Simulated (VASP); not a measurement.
# Al (Im-3m) in VASP: notebook

One crystal, Al, is run at these levels: PBEsol; tasks: single point.

All numbers are computed with VASP 6.6.1; they aren't measurements. Logs are shortened: lines on timing, memory, paths and dates and some standing lists are left out, and cuts for length are marked.

### Step 1. The structure

It takes space group Im-3m (No. 229, cubic). Conventional cell: a = 3.182 Å, b = 3.182 Å, c = 3.182 Å, α = 90.00°, β = 90.00°, γ = 90.00°. Al (site symmetry m-3m) has 8 Al at 2.76 Å as nearest neighbours.

This isn't the form of Al at room conditions, which is fcc.

### Step 2. Single point, PBEsol

Contents of INCAR:

```
ADDGRID = F
ALGO = Normal
EDIFF = 1E-7
ENCUT = 400
GGA = PS
ISIF = 2
ISMEAR = 1
LASPH = T
LCHARG = F
LREAL = F
LWAVE = F
NELM = 100
PREC = Accurate
SIGMA = 0.2
```

Contents of KPOINTS:

```
k-points
0
Gamma
  15 15 15
```

Contents of POSCAR:

```
Al
1.0
   -1.5912186900      1.5912186900      1.5912186900
    1.5912186900     -1.5912186900      1.5912186900
    1.5912186900      1.5912186900     -1.5912186900
Al
1
Direct
    0.0000000000      0.0000000000      0.0000000000
```

Potentials or basis: VASP PAW PBE potentials, release 64 (Al).

Launch:

```sh
cat potpaw_PBE.64/Al/POTCAR > POTCAR
mpirun -np 1 vasp_std > vasp.out
```

OUTCAR:

```text
EDIFF = 1E-7
   ENCUT = 400
   GGA = PS
   ISIF = 2
   ISMEAR = 1
   LASPH = T
   LREAL = F
   NELM = 100
   PREC = Accurate

 Found    120 irreducible k-points:

 Following reciprocal coordinates:
            Coordinates               Weight
  0.000000  0.000000  0.000000      1.000000
  0.066667  0.000000  0.000000     12.000000
  0.133333  0.000000  0.000000     12.000000
  0.200000  0.000000  0.000000     12.000000
  0.266667  0.000000  0.000000     12.000000
  0.333333  0.000000  0.000000     12.000000
   k-points           NKPTS =    120   k-points in BZ     NKDIM =    120   number of bands    NBANDS=      5
   number of dos      NEDOS =    301   number of ions     NIONS =      1
   total plane-waves  NPLWV =   5832
   dimension x,y,z NGX =    18 NGY =   18 NGZ =   18
   dimension x,y,z NGXF=    36 NGYF=   36 NGZF=   36
   ions per type =               1
   NGX,Y,Z   is equivalent  to a cutoff of  10.86, 10.86, 10.86 a.u.
   NGXF,Y,Z  is equivalent  to a cutoff of  21.72, 21.72, 21.72 a.u.
 SYSTEM =  unknown system
   PREC   = accura    normal or accurate (medium, high low for compatibility)
   ISTART =      0    job   : 0-new  1-cont  2-samecut
   ICHARG =      2    charge: 1-file 2-atom 10-const
   ISPIN  =      1    spin polarized calculation?
   LNONCOLLINEAR =      F non collinear calculations
   LSORBIT =      F    spin-orbit coupling
   LASPH  =      T    aspherical Exc in radial PAW
   ENCUT  =  400.0 eV  29.40 Ry    5.42 a.u.   4.49  4.49  4.49*2*pi/ulx,y,z
   NELM   =    100;   NELMIN=  2; NELMDL= -5     # of ELM steps
   EDIFF  = 0.1E-06   stopping-criterion for ELM
   LREAL  =      F    real-space projection
   EDIFFG = 0.1E-05   stopping-criterion for IOM
   NSW    =      0    number of steps for IOM
   IBRION =     -1    ionic relax: 0-MD 1-quasi-New 2-CG
   NFREE  =      0    steps in history (QN), initial steepest desc. (CG)
   ISIF   =      2    stress and relaxation
   ISYM   =      2    0-nonsym 1-usesym 2-fastsym
   POTIM  = 0.5000    time-step for ionic-motion
   TEBEG  =    0.0;   TEEND  =   0.0 temperature during run
   PSTRESS=    0.0 pullay stress
   NELECT =       3.0000    total number of electrons
   NUPDOWN=      -1.0000    fix difference up-down
   EMIN   =  10.00;   EMAX   =-10.00  energy-range for DOS
   EFERMI =   0.00;   METHOD = LEGACY
   ISMEAR =     1;   SIGMA  =   0.20  broadening in eV -4-tet -1-fermi 0-gaus
   EFERMI_NEDOS =   21; number of points for ismear=-14 and -15
   IALGO  =     38    algorithm
   IMIX   =      4    mixing-type and parameters
     AMIX     =   0.40;   BMIX     =  1.00
     AMIX_MAG =   1.60;   BMIX_MAG =  1.00
  volume/ion in A,a.u.               =      16.12       108.75
  Fermi-wavevector in a.u.,A,eV,Ry     =   0.934757  1.766435 11.888371  0.873771
  Thomas-Fermi vector in A             =   2.061595
   LORBIT       =      0    0 simple, 1 ext, 2 COOP (PROOUT), +10 PAW based schemes
   GGA     = PS    functional components
   LHFCALC =     F    Hartree Fock is set to
   AEXX    =    0.0000 exact exchange contribution
   IVDW    =     0    specifies the selected vdW correction
   LEPSILON=     F    determine dielectric tensor
   LRPA    =     F    only Hartree local field effects (RPA)
 non-spin polarized calculation
 Methfessel and Paxton  Order N= 1 SIGMA  =   0.20
  energy-cutoff  :      400.00
  volume of cell :       16.12
 maximum number of plane-waves:       321
 NGX is ok and might be reduce to    18
   NGX =  9   NGY =  9   NGZ =  9

 number of electron       3.0000000 magnetization

 Free energy of the ion-electron system (eV)
  ---------------------------------------------------
  ext. energy  EPLUGINS =         0.00000000
  ---------------------------------------------------
  free energy    TOTEN  =        -3.99123738 eV

  energy without entropy =       -3.99118827  energy(sigma->0) =       -3.99122101

 E-fermi :   8.2073     XC(G=0): -10.3470

 val. band max:        8.1790476745   @ k =  -0.4000   0.4000   0.2000
 cond. band min:       8.2137698785   @ k =   0.2667   0.2667   0.0000
 fundamental gap:      0.0347222040
 Fermi energy:         8.2072784506

 k-point     1 :       0.0000    0.0000    0.0000
  band No.  band energies     occupation
      1      -3.0913      2.00000
      2      21.5861      0.00000
      3      21.5861      0.00000
      4      21.5861      0.00000
      5      23.2263      0.00000

 k-point     2 :       0.0667    0.0000    0.0000
  band No.  band energies     occupation
      1      -2.9614      2.00000
      2      20.0574      0.00000
      3      20.7381      0.00000
      4      21.0639      0.00000
      5      22.6486      0.00000

 k-point     3 :       0.1333    0.0000    0.0000
  band No.  band energies     occupation
      1      -2.5725      2.00000
      2      17.3710      0.00000
      3      19.5828      0.00000
      4      20.0067      0.00000
      5      21.5811      0.00000

 k-point     4 :       0.2000    0.0000    0.0000
  band No.  band energies     occupation
      1      -1.9266      2.00000
      2      14.5785      0.00000
      3      18.5797      0.00000
      4      18.9262      0.00000
      5      20.5495      0.00000

 k-point     5 :       0.2667    0.0000    0.0000
  band No.  band energies     occupation
      1      -1.0275      2.00000
      2      11.9021     -0.00000
      3      17.7715      0.00000
      4      17.9973      0.00000
      5      19.6856      0.00000

 k-point     6 :       0.3333    0.0000    0.0000
  band No.  band energies     occupation
      1       0.1199      2.00000
      2       9.4040     -0.00000
      3      17.1652      0.00000
      4      17.2772      0.00000
      5      19.0257      0.00000

 [... further k-points ...]

------------------------ aborting loop because EDIFF is reached ----------------------------------------

  FORCE on cell =-STRESS in cart. coord.  units (eV):
  Direction    XX          YY          ZZ          XY          YZ          ZX
  --------------------------------------------------------------------------------------
  -------------------------------------------------------------------------------------
  Total        0.2164777      0.2164777      0.2164777      0.0000000      0.0000000     -0.0000000
  in kB       21.5215834     21.5215834     21.5215834      0.0000000      0.0000000     -0.0000000
  external PRESSURE =      21.5215834 kB  Pullay stress =       0.0000000 kB

 VOLUME and BASIS-vectors are now :
 -----------------------------------------------------------------------------
  energy-cutoff  :      400.00
  volume of cell :       16.12
      direct lattice vectors                 reciprocal lattice vectors
    -1.591218690  1.591218690  1.591218690     0.000000000  0.314224565  0.314224565
     1.591218690 -1.591218690  1.591218690     0.314224565  0.000000000  0.314224565
     1.591218690  1.591218690 -1.591218690     0.314224565  0.314224565  0.000000000

 POSITION                                       TOTAL-FORCE (eV/Angst)
 -----------------------------------------------------------------------------------
      0.00000      0.00000      0.00000        -0.000000     -0.000000      0.000000
 -----------------------------------------------------------------------------------
    total drift:                                0.000000     -0.000000      0.000000

  FREE ENERGIE OF THE ION-ELECTRON SYSTEM (eV)
  ---------------------------------------------------
  free  energy   TOTEN  =        -3.9912373801 eV

  energy  without entropy=       -3.9911882685  energy(sigma->0) =       -3.99122101
```

It used 4.7 s of CPU time on 1 thread of Intel(R) Xeon(R) Platinum 8375C CPU @ 2.90GHz (Ice Lake), on a shared host, which was overloaded at the time.

These settings aren't checked as converged: the numbers below hold their error.

Results:

```yaml
Free_energy: -3.9912 eV
Pressure: 2.2 GPa
Band_gap_on_the_k_mesh: none (metal or under the smearing width)
```

Caveat: the PAW data sets were made with another functional, which shifts forces and pressure a little.

### Step 3. Single point, PBEsol

INCAR is that of step 2.

KPOINTS is that of step 2.

Contents of POSCAR:

```
Al
1.0
   -1.5505220000      1.6151010000      1.5901740000
    1.5972310000     -1.6159030000      1.6376860000
    1.5218560000      1.5872370000     -1.5909760000
Al
1
Direct
   -0.0427450000     -0.0166940000     -0.0578530000
```

Potentials or basis: VASP PAW PBE potentials, release 64 (Al).

Launch:

```sh
cat potpaw_PBE.64/Al/POTCAR > POTCAR
mpirun -np 1 vasp_std > vasp.out
```

Run time: 70 s. Hardware: 1 thread of Intel Xeon Platinum 8375C at 2.90GHz (Ice Lake), shared host; peak memory 0.19 GiB.

These settings aren't checked as converged: the numbers below hold their error.

Results:

| Property | Result |
| --- | --- |
| Free energy | -3.9899 eV |
| Pressure | 2.3 GPa |
| Band gap on the k mesh | none (metal or under the smearing width) |

Caveat: the PAW data sets were made with another functional, which shifts forces and pressure a little.
